**Question: Can I trust a lattice constant that is only a quarter of a percent off?**

I need lattice constants to estimate the mismatch between semiconductor layers, and I have these results from a gradient-corrected functional with a dispersion correction:

GPAW 26.7.0, BP86+D4 with plane waves, for eight cubic crystals, without spin polarisation or spin–orbit coupling and with Fermi–Dirac smearing of 0.05 eV. The computed lattice constant is the edge of the conventional cubic cell at the minimum of an energy–volume fit to seven volumes, from 0.94 to 1.06 times that of the given cell.

```
formula  space group  volume of the given cell (Å³/atom)                                  potentials or basis  wave cutoff (eV)    k-mesh  computed lattice constant (Å)  measured lattice constant (Å)  range of the values found (Å)  computed over measured, less one (%)
      C        Fd-3m                                5.67  PAW data sets made by gpaw setup for the functional               800  10x10x10                          3.558                          3.567              3.5669 to 3.56718                                 -0.25
    SiC        F-43m                               10.35  PAW data sets made by gpaw setup for the functional               800  10x10x10                          4.349                         4.3589                      one value                                 -0.24
     BP        F-43m                               11.68  PAW data sets made by gpaw setup for the functional               800  10x10x10                          4.492                          4.538               4.534 to 4.53991                                 -1.01
    GaP        F-43m                               20.24  PAW data sets made by gpaw setup for the functional               600     8x8x8                          5.436                         5.4505                      one value                                 -0.26
   GaAs        F-43m                               22.59  PAW data sets made by gpaw setup for the functional               600     8x8x8                          5.640                          5.653                5.653 to 5.6538                                 -0.22
   GaSb        F-43m                               28.62  PAW data sets made by gpaw setup for the functional               600     6x6x6                          6.054                          6.093                      one value                                 -0.65
   SnTe        Fm-3m                               31.28  PAW data sets made by gpaw setup for the functional               600     6x6x6                          6.249                          6.321                6.3129 to 6.327                                 -1.15
   CdTe        F-43m                               32.92  PAW data sets made by gpaw setup for the functional               600     6x6x6                          6.431                          6.482                 6.482 to 6.486                                 -0.79
```

GaAs, GaP, SiC and diamond come out within about 0.3% of the measured values, which would do for my purpose. But BP and SnTe are off by more than 1%, and every single error is negative. Is the method good with two unlucky exceptions, or is something wrong throughout?

**Answer**

Something is at work throughout, and the good rows hide it. The functional, BP86, makes every one of these crystals too large. The D4 dispersion correction then shrinks each of them to below its measured size. What you see in the last column is the remainder of two effects of opposite sign, and in every row but BP it is smaller than either of them.

This can be shown because D4 is simply added to the BP86 energy and leaves the electron density alone. Its energy can therefore be subtracted again at each volume of the same calculation. Without it, GaAs would have a lattice constant of about 5.77 Å, which is 2.1% too long. D4 takes away 2.3%, and the -0.22% in the table is the difference.

The size of the shrinkage follows from a simple balance of forces. The D4 energy becomes more negative as the atoms approach, so it acts like an inward pressure $p$. If D4 is removed, the crystal expands until its own stiffness, the bulk modulus $B$, has taken up that pressure. The volume changes by the fraction $p/B$, and a length by a third of that:

$$\frac{\Delta a}{a}\approx\frac{p}{3B}$$

Here is GaAs in full. Between 2% below and 2% above the input volume, the D4 energy of the two-atom cell changes from -1.476 to -1.419 eV, a difference of 0.057 eV. The cell volume changes by 1.81 Å³ over the same interval. The ratio is 0.032 eV/Å³, or about 5 GPa. With a computed bulk modulus of 76 GPa, the shortening is 5/(3 × 76), or 2.2%.

I have taken the D4 energies as belonging to the cell of two atoms, as their unit suggests. Read as energies per atom, they would leave BP86 alone almost 5% too long in the worst row. As a rough recalled figure, functionals of this type make such crystals too long by up to about two percent, so that reading is implausible. The direction of the effect is the same either way.

The formula also tells you what to expect of a neighbouring crystal. From diamond to CdTe the D4 pressure falls by a factor of 2.5, but the bulk modulus falls nearly tenfold. Soft crystals therefore yield more, although they are squeezed less. The shortening grows from 0.6% in diamond to between 2% and 3% in the five crystals from GaP to CdTe.

For a closer estimate I balanced the D4 pressure against the computed pressure–volume curve (Murnaghan's form), with no adjustment to measured data. The simple formula stays within about 0.2 percentage points of it and does worst in SnTe, which softens most as it expands. The energies themselves support the result. With D4 subtracted, they still fall at the last step, to 6% above the input volume, in the five softer crystals, but already rise in diamond, SiC and BP. For GaAs, SnTe and CdTe the BP86 minimum lies beyond the volumes calculated, so their values without D4 are extrapolated, furthest for CdTe.

Why does BP86 make crystals too large? Theory gives the reason. Its gradient terms, taken together, lower the energy of an uneven electron density, and the density becomes more uneven when atoms move apart. This corrects the too short bonds of the simpler local density approximation, but in crystals like these it tends to overshoot. The functional also lacks the long-range attraction between fluctuating charge clouds, which matters more for large, polarisable atoms. A stiff lattice such as diamond hardly gives way to these faults, while a soft one does.

D4 is meant to supply the missing attraction, but here it works outside its best territory. At large distance $R$ the attraction between two atoms follows the well-founded law $R^{-6}$. At bonding distance the electron clouds overlap and that law no longer holds. The functional also describes part of the interaction there already, and it must not be counted twice. D4 therefore damps the attraction at short range, with parameters adjusted to molecules. In these crystals every atom has several neighbours at just such distances.

The numbers carry a trace of this. If all pairs obeyed $R^{-6}$, the D4 energy would vary as $V^{-2}$, where $V$ is the volume. The calculated energies vary roughly as $V^{-1}$ in all eight crystals. Such a flat dependence is what strong damping would produce, although three-body terms and coefficients that change with the surroundings also enter and have not been separated. If damping is the main reason, the inward pressure depends largely on an adjusted function, and nothing guarantees that its slope suits a solid.

How much of the final shortfall is really D4's fault differs from row to row. The measured constants include the swelling caused by atomic vibrations, which the calculation leaves out. In diamond the zero-point part alone is a few tenths of a percent, as a rough recalled figure. So the errors near -0.25% may be mostly this omission, whereas those of BP and SnTe are probably too large for it. No tests with other cutoffs or k-meshes are at hand. The pressures calculated in the same runs do vanish within 0.1% of the fitted lattice constants, which speaks against a large error from the cutoff but says nothing about the k-mesh.

It would be wrong to conclude that D4 should be switched off. It brings the lattice constant closer to the measured one in seven of the eight crystals, and the mean error goes from +1.4% to -0.6%. What you should not do is read the -0.22% of GaAs as the accuracy of the method. For a layer mismatch the danger is plain: GaAs and GaSb start from nearly the same BP86 error, yet end 0.4 percentage points apart because D4 shrinks the softer GaSb more.

Against the measured values as they stand, BP is the one crystal that D4 makes worse, and a comparison with SiC shows how. BP is softer and feels a somewhat higher D4 pressure, so it shrinks by 1.6% where SiC shrinks by 1.1%. That half is understood. But BP86 alone overestimates BP by only 0.6%, less than the 0.9% of SiC, so there is less excess for D4 to remove. Why the functional does better for BP than for the stiffer SiC is a question these results leave open. The verdict on BP is also a close one: if vibrations swell the crystal by more than about 0.2%, as is expected for such light atoms, D4 improves this row too.
